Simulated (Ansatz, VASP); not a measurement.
One calculation of W, two programs

INCAR

```
ALGO = Fast
EDIFF = 1E-7
ENCUT = 520
GGA = PS
ISIF = 2
ISMEAR = 0
LASPH = T
LCHARG = T
LELF = T
LREAL = F
LVHAR = T
LWAVE = F
NBANDS = 13
NELM = 80
PREC = Accurate
SIGMA = 0.15
```

KPOINTS

```
k-points
0
Gamma
  20 20 20
```

File POSCAR:

```
W
1.0
    0.0000000000      2.0909000000      2.0300000000
    2.0909000000      0.0000000000      2.0300000000
    2.0909000000      2.0909000000      0.0000000000
W
1
Direct
    0.0000000000      0.0000000000      0.0000000000
```

Input for Ansatz:

```yaml
crystal:
  lattice:
    - [0.0, 2.0909, 2.03]
    - [2.0909, 0.0, 2.03]
    - [2.0909, 2.0909, 0.0]
  atoms:
    - { symbol: W, position: [0.0, 0.0, 0.0] }
basis:
  ecutwfc: 420
kpoints:
  mp_grid: { grid: [20, 20, 20] }
hamiltonian:
  xc: pbesol
scf:
  occupations: { method: gaussian, width: 0.15 }
output:
  forces: true
  stress: true
  eigenvalues: true
```

Change from the starting cell: strain +0.030 along x and y, +0.000 along z, atoms carried along.

Alike in both runs: task single point; functional PBEsol; k mesh 20 × 20 × 20; occupations gaussian, width 0.15 eV; no spin polarisation.

|  | VASP | Ansatz |
| --- | --- | --- |
| version | VASP 6.6.1 | Ansatz 0.2.0 |
| potentials or method | VASP PAW PBE potentials, release 64 (W_sv) | scalar-relativistic, plane waves, PAW |
| plane-wave cutoff (eV) | 520 | 420 |
| valence electrons in the cell | 14 | 14 |

```tsv
	VASP	Ansatz	Ansatz less VASP
gap on the k mesh at the Fermi level (eV)	none	none	-
pressure (GPa)	-25.3	-25.6	-0.28
largest component of the traceless stress (GPa)	5.84	5.83	-0.015
```

A gap of «none» marks a metal or a gap that the smearing closes.

Caveats: so large a pressure means that the cell lies far from this level's equilibrium, or that cutoff or potentials fall short (VASP); the potentials were made for another functional, which shifts forces and pressure (VASP). Spin-orbit coupling is left out, which matters for the levels of W.
